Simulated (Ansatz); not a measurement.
**Si$_{2}$W under strains and displacements**

The calculation used DFT PBEsol, scalar-relativistic, plane waves, PAW (Ansatz 0.2.0).

Settings: cutoff 420 eV, Γ-centred mesh 18×18×18 on the computed 3-atom cell, Gaussian smearing of 0.10 eV; no spin polarisation.

Reference cell:

```
Si W
1.0
    -1.60600    1.60600    3.94000
     1.60600   -1.60600    3.94000
     1.60600    1.60600   -3.94000
Si W
2 1
Cartesian
  0.0000 0.0000 2.6240
  0.0000 0.0000 5.2560
  0.0000 0.0000 0.0000
```

Each variant moves atoms of this cell by the vectors given, if any (Å), and then applies a symmetric strain (tensor components, Cartesian axes). The reference cell isn't relaxed at this level. Energies are per atom at zero smearing, counted from the lowest variant. Pressure is positive in compression.

1. strain (xx yy zz yz xz xy, %) -0.48 -0.48 5.52 0.00 0.00 0.00; moves: Si1 (0.000, 0.000, 0.184); Si2 (0.000, 0.000, -0.184)
2. strain (xx yy zz yz xz xy, %) 4.91 4.91 1.91 0.00 0.00 0.00; moves: Si1 (0.000, 0.000, -0.037); Si2 (0.000, 0.000, 0.037)
3. strain (xx yy zz yz xz xy, %) 1.01 1.01 7.01 0.00 0.00 0.00; moves: Si1 (0.000, 0.000, 0.122); Si2 (0.000, 0.000, -0.122)

```json
{"result": "A", "ΔE (meV/atom)": "0.0", "P (GPa)": "-22.67", "largest force (eV/Å)": "0.95"}
{"result": "B", "ΔE (meV/atom)": "52.4", "P (GPa)": "-2.65", "largest force (eV/Å)": "2.94"}
{"result": "C", "ΔE (meV/atom)": "0.0", "P (GPa)": "-14.79", "largest force (eV/Å)": "1.22"}
```

(1) Which variant gave which result?

Spin–orbit coupling is left out, which can shift energies with elements as heavy as these.

## Answers

(1) A is 2, B is 1, C is 3. The pressure falls as the cell grows: from the smallest volume to the largest the variants are 1, 3, 2.